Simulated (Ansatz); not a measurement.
# Te: response to strain

Te is deformed so: equal xy, yz and zx engineering shear strains of -2 %. What stress and forces result, by LAPW, PAW and all-electron datasets made for the crystal?

Computed with Ansatz 0.2.0 (DFT PBE, scalar-relativistic, unless a step's input says otherwise).

### Step 1. The structure to begin with

Symmetry: P3_121, No. 152, trigonal system. The conventional cell has a = 4.458 Å, b = 4.458 Å, c = 5.925 Å, α = 90.00°, β = 90.00°, γ = 120.00°. Te (site symmetry 2) is surrounded by 2 Te at 2.79 Å.

Coordinates:

```
CELL_PARAMETERS angstrom
4.45800 0.00000 0.00000
-2.22900 3.86074 0.00000
0.00000 0.00000 5.92500
ATOMIC_POSITIONS crystal
Te 0.74500 0.00000 0.33333
Te 0.00000 0.74500 0.66667
Te 0.25500 0.25500 0.00000
```

Atoms are numbered in the order of the input: Te1, Te2, Te3.

### Step 2. The deformed structure

Space group P3_121 before, P1 after.

### Step 3. Full-potential LAPW

The input, input.yaml:

```yaml
crystal:
  lattice:
    - [4.4579994587, -0.0445799946, -0.0445799946]
    - [-2.2676071372, 3.8830307786, -0.0163174105]
    - [-0.05925, -0.05925, 5.925]
  atoms:
    - { symbol: Te, position: [0.745, 0.0, 0.3333333333] }
    - { symbol: Te, position: [0.0, 0.745, 0.6666666667] }
    - { symbol: Te, position: [0.255, 0.255, 0.0] }
kpoints:
  mp_grid: { grid: [9, 9, 6] }
  band_path:
    path:
      - [0.0, 0.0, 0.0]
      - [0.0, 0.0, 0.5]
      - [-0.5, 0.5, 0.0]
      - [0.0, 0.0, 0.0]
      - [0.0, -0.5, 0.0]
      - [-0.5, 0.0, 0.5]
      - [0.0, 0.0, 0.0]
      - [-0.5, 0.0, 0.0]
      - [0.0, -0.5, 0.5]
    npoints: 5
scf:
  occupations: { method: fermi_dirac, width: 0.08 }
hamiltonian:
  xc: pbe
  pseudopotentials: { kind: all_electron, lapw: { basis_error: 0.0005 } }
output:
  forces: true
  stress: true
  eigenvalues: true
```

On the command line:

```
$ ansatz run input.yaml --threads 1 --pin off --max-ram 4096MiB --backend cpu --events-out ev --progress --plain --runs-dir out
```

### Step 4. PAW on the default files

The input, input.yaml:

```yaml
crystal:
  lattice:
    - [4.4579994587, -0.0445799946, -0.0445799946]
    - [-2.2676071372, 3.8830307786, -0.0163174105]
    - [-0.05925, -0.05925, 5.925]
  atoms:
    - { symbol: Te, position: [0.745, 0.0, 0.3333333333] }
    - { symbol: Te, position: [0.0, 0.745, 0.6666666667] }
    - { symbol: Te, position: [0.255, 0.255, 0.0] }
kpoints:
  mp_grid: { grid: [9, 9, 6] }
scf:
  occupations: { method: fermi_dirac, width: 0.08 }
hamiltonian:
  xc: pbe
  pseudopotentials: { kind: paw }
output:
  forces: true
  stress: true
  eigenvalues: true
  efg: { contact_densities: true }
```

### Step 5. Datasets made for this crystal

Edit input.yaml of step 4 so:

```diff
@@ -15,3 +15,3 @@
   xc: pbe
-  pseudopotentials: { kind: paw }
+  pseudopotentials: { kind: all_electron, datasets: crystal }
 output:
```

(Steps that only read results are left out.)

What does the calculation give? Wanted: pressure; largest shear or deviatoric stress.

The runs gave:

```
                                 quantity                                           value
                                 pressure  LAPW 3.20, PAW 3.19, crystal datasets 3.19 GPa
largest shear or deviatoric stress (LAPW)                                        1.09 GPa
```

In words: The largest part of the stress beyond the pressure is 1.09 GPa in size, in the yz component; the atoms are carried along and not relaxed. No run of the undeformed cell stands beside it, so the pressure holds what the given cell had before the change. PAW: stress within 0.01 GPa of LAPW, forces within 4 meV/Å. Crystal datasets: stress within 0.01 GPa of LAPW, forces within 1 meV/Å. Spin-orbit coupling is left out, though the cell holds Te; in elements this heavy it can shift bands and gaps by tenths of an eV.
